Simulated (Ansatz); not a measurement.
A 3-atom cell of Li2O started from a crystallographic database, relaxed with r2SCAN in Ansatz 0.2.0: space group Fm-3m (No. 225), cubic; a = 4.573 Å in the conventional setting, 7.97 Å³ an atom. Li is surrounded by 4 O at 1.98 Å; O is surrounded by 8 Li at 1.98 Å. The cell was then strained (x, y and z are the cube axes), with the atoms relaxed again; stress is positive in compression. The values are computed, spin-unpolarised, and not measurements.

- Isotropic -1.17 % on every length: the pressure changes by +3.29 GPa, and the HSE06 gap (Γ → X) goes from 6.654 to 6.738 eV.
- Epitaxial strain of -1.25 % in the (001) plane: the free normal strain is +0.26 % and the in-plane stress changes by +3.08 GPa.
- In that film r2SCAN's threefold valence top at Γ splits as 2+1 from the top, by 0.050 eV.

Problem. What bulk modulus does the isotropic step give?

Solution. Δ ln V = 3 ln(0.9883) = -0.0353, so B ≈ −ΔP/Δ ln V = 93 GPa.

Problem. Give the volume deformation potential of that gap and its pressure coefficient.

Solution. a_V = ΔE_g/Δ ln V = (+0.084)/(-0.0353) = -2.38 eV; dE_g/dP = −a_V/B = +26 meV/GPa, with HSE06's gap and r2SCAN's modulus.

Problem. What do the film's normal strain and stress say about the elastic constants?

Solution. ε⊥/ε∥ = (+0.0026)/(-0.0125) = -0.21, which linear elasticity sets to −2C₁₂/C₁₁. The biaxial modulus is M = −Δσ/ε∥ = 246 GPa.

Problem. How much elastic energy does the film store, with 7.97 Å³ an atom?

Solution. u = M ε∥² = −Δσ ε∥ = -3.08 × (-0.0125) = 0.0385 GPa, and 1 GPa Å³ is 6.2415 meV: 1.91 meV an atom. The total energies of the two runs differ by 1.88 meV an atom.

Problem. Extract the shear deformation potential b.

Solution. Without spin-orbit coupling the splitting is 3|b| |ε_zz − ε_xx| = 3|b| × 0.0151, so |b| = 0.050/0.0453 = 1.10 eV.

The meshes of the hybrids are coarse, so their gaps aren't converged to the digits shown.
